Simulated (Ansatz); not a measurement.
**CuI: the cell at several levels of theory**

The task here is to estimate one member of a computed series from the others.

Program: Ansatz 0.2.0. PAW datasets, plane waves, zero pressure. These are computed values for a spin-unpolarised cell that may be hypothetical; none is a measurement.

## Starting point

It is cubic, Fm-3m (No. 225); conventional cell a = 5.653 Å, 22.58 Å³ an atom. Near Cu stand 6 I at 2.83 Å; near I stand 6 Cu at 2.83 Å.

As a file:

```cif
data_structure
_symmetry_space_group_name_H-M 'P 1'
_symmetry_Int_Tables_number 1
_cell_length_a 3.9973
_cell_length_b 3.9973
_cell_length_c 3.9973
_cell_angle_alpha 60.000
_cell_angle_beta 60.000
_cell_angle_gamma 60.000
_cell_volume 45.16
loop_
_atom_site_label
_atom_site_type_symbol
_atom_site_fract_x
_atom_site_fract_y
_atom_site_fract_z
_atom_site_occupancy
Cu1 Cu 0.00000 0.00000 0.00000 1
I1 I 0.50000 0.50000 0.50000 1
```

Set-up of the first run:

The input, input.yaml:

```yaml
crystal:
  lattice:
    - [0.0, 2.826512, 2.826512]
    - [2.826512, 0.0, 2.826512]
    - [2.826512, 2.826512, 0.0]
  atoms:
    - { symbol: Cu, position: [0.0, 0.0, 0.0] }
    - { symbol: I, position: [0.5, 0.5, 0.5] }
kpoints:
  mp_grid: { grid: [8, 8, 8] }
hamiltonian:
  xc: pbe
scf:
  occupations: { method: fermi_dirac, width: 0.02 }
relax:
  f_tol: 0.005
  cell: {}
```

Steps of the session up to this table: Relaxation with PBE; Relaxation with r2SCAN; Relaxation with PBEsol; LDA: cell and atoms; Relaxing with HSE06.

One of the session's tables, all rows but one given; the rest of the session is left out.

It belongs to the step «The cells side by side». 

```
 level  a (Å)  volume (Å³/atom)
   PBE      ?                 ?
r2SCAN  5.712            23.298
PBEsol  5.593            21.871
   LDA  5.524            21.074
 HSE06  5.767            23.978
```

**Question.** Estimate the row for PBE.

The run gave: a (Å): 5.740; volume (Å³/atom): 23.644. In the column «a (Å)» it lies between r2SCAN (5.712) and HSE06 (5.767).

The volume runs from LDA (least) to HSE06 (most), a spread of 13.8 %, or 4.4 % in length if all axes shared it alike. LDA's volume lies 10.9 % below PBE's. The meshes differ: PBE 8×8×8, r2SCAN 8×8×8, PBEsol 8×8×8, LDA 8×8×8, HSE06 6×6×6.
